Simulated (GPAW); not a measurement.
# EuS: single point with PBE

**What was measured.**

From “Crystal-field mediated electronic transitions of EuS up to 35 GPa”, 2022, pmc:8786971, for a powder of EuS at 300 K: band gap 1.72 eV (optical).

The system is EuS.

```
CELL_PARAMETERS angstrom
0.00000 2.97850 2.97850
2.97850 0.00000 2.97850
2.97850 2.97850 0.00000
ATOMIC_POSITIONS crystal
Eu 0.00000 0.00000 0.00000
S 0.50000 0.50000 0.50000
```

```yaml
Program: GPAW 26.7.0
Task: single point
Functional: PBE
Potentials_or_basis: GPAW PAW data sets (gpaw-data 1.2.1)
Cutoff: 800 eV
Basis: pw
k_mesh: 8 × 8 × 8
Occupations: gaussian, width 0.03 eV
Spin: collinear spin, ferromagnetic start
Starting_moments: "[7.0, 0.0] μB"
```

The pressure is -2.4 GPa. The band gap on the k mesh is none (metal or under the smearing width), the net moment is 6.99 μB per cell and the site moments are Eu +6.62; S -0.06 μB.

Levels at points of the mesh, in eV from the Fermi level:
Spin up:
| k point | band 13 | band 14 | band 15 | band 16 | band 17 | band 18 |
| --- | --- | --- | --- | --- | --- | --- |
| (0.00, 0.00, 0.00) | 0.10 | 0.10 | 0.10 | 0.85 | 1.14 | 1.14 |
| (0.50, 0.50, 0.00) | -0.26 | -0.23 | -0.04 | -0.04 | 3.16 | 3.28 |
| (0.50, 0.50, 0.50) | -0.25 | -0.22 | -0.19 | 2.97 | 3.29 | 3.72 |
Spin down:
```csv
k point,band 4,band 5,band 6,band 7,band 8,band 9,band 10,band 11,band 12,band 13
"(0.00, 0.00, 0.00)",-17.82,-13.43,-2.57,-2.57,-2.57,1.47,1.90,1.90,1.90,2.79
"(0.50, 0.50, 0.00)",-17.94,-13.09,-3.71,-2.92,-2.92,-0.09,3.96,4.02,4.23,4.32
"(0.50, 0.50, 0.50)",-17.85,-12.47,-5.09,-3.70,-3.70,2.89,4.07,4.07,4.10,4.39
```

It took 2.1 min on 1 thread of Arm Neoverse V1, with other jobs on the host, peak memory 0.28 GiB.

Against the measured gap of EuS, 1.72 eV (optical; 300 K; powder; “Crystal-field mediated electronic transitions of EuS up to 35 GPa”, 2022, pmc:8786971), the calculated 0.00 eV is off by -1.72 eV. So large a miss can be the level of theory's own, or it may mean another phase, state or a wrong row. Spin-orbit coupling on Eu is left out. The value is that of PBE on a finite k mesh, which can miss the band edges, without temperature or zero-point motion. Semilocal functionals fall short of measured gaps as a rule. The run's magnetic order (collinear spin, ferromagnetic start) needn't be the measured crystal's.

Caveat: one-centre terms of the f shell are cut off; spin-orbit coupling is left out, which moves the levels of the heavy elements; a cell with one magnetic atom can't hold antiferromagnetic order, which such compounds often take; without U or exact exchange the open f shell lies at the Fermi level, which spoils levels, moments and volumes. The state reached can hang on the start; a lower one may exist.
